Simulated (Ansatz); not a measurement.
# SnO under changes of volume

One of the cells (17.769 Å³/atom); the others are scaled copies at fixed shape and fractional positions:

```xyz
4
Lattice="3.8137 0.0000 0.0000 0.0000 3.8137 0.0000 0.0000 0.0000 4.8869" Properties=species:S:1:pos:R:3 pbc="T T T"
Sn    1.9068    0.0000    3.7367
Sn    0.0000    1.9068    1.1503
O     0.0000    0.0000    0.0000
O     1.9068    1.9068    0.0000
```

The cell is a database's computed one.

* Program: Ansatz 0.2.0
* Functional: PBEsol
* Potentials or basis: Ansatz PAW
* Cutoff: 420 eV (not typed: the program's choice for these potentials)
* k mesh: 7 × 7 × 6
* Occupations: fermi-dirac, width 0.05 eV
* Spin: spin-orbit coupling, no magnetisation

```csv
volume (Å³/atom),energy over the lowest point (meV/atom),pressure (GPa),gap on the mesh (eV),largest force (eV/Å)
16.703,16.84,5.9,0.12,1.008
17.058,6.31,3.5,0.20,0.671
17.414,?,?,?,?
17.769,0.00,-0.6,0.34,0.076
18.125,3.22,-2.3,0.41,0.188
18.480,10.17,-3.9,0.48,0.433
18.835,20.37,-5.3,0.54,0.661
```

Q: What does the run at 17.414 Å³/atom give?

A: Energy over the lowest point 0.88 meV/atom; pressure 1.4 GPa; gap on the mesh 0.27 eV; largest force 0.361 eV/Å.

Worked out: A Birch-Murnaghan fit of order 3 (a polynomial in V^(-2/3)) to the other rows has its minimum at 17.66 Å³/atom with B0 = V·E''(V) = 95 GPa and B' = 4.4 at fixed shape and positions, which overstates the stiffness. It gives 0.86 meV/atom at 17.414 Å³/atom, against the run's 0.88, and -dE/dV = 1.4 GPa, against 1.4. A straight line through the other rows of the gap, of slope 3.5 eV per unit of ln V, gives 0.27 eV, against the run's 0.27.

Energies are extrapolated to zero smearing.

Caveats: odd divisions of the mesh miss points on the zone boundary, where band edges often lie, so the gap on the mesh can be too wide; the PAW data sets come from PBE, with cores solved anew for the run's functional, which leaves a small shift of forces and pressure; forces of over 1 eV/Å show positions far from the minimum, so gaps and moduli don't describe the material at rest (some runs).

A mesh can miss the band edges.
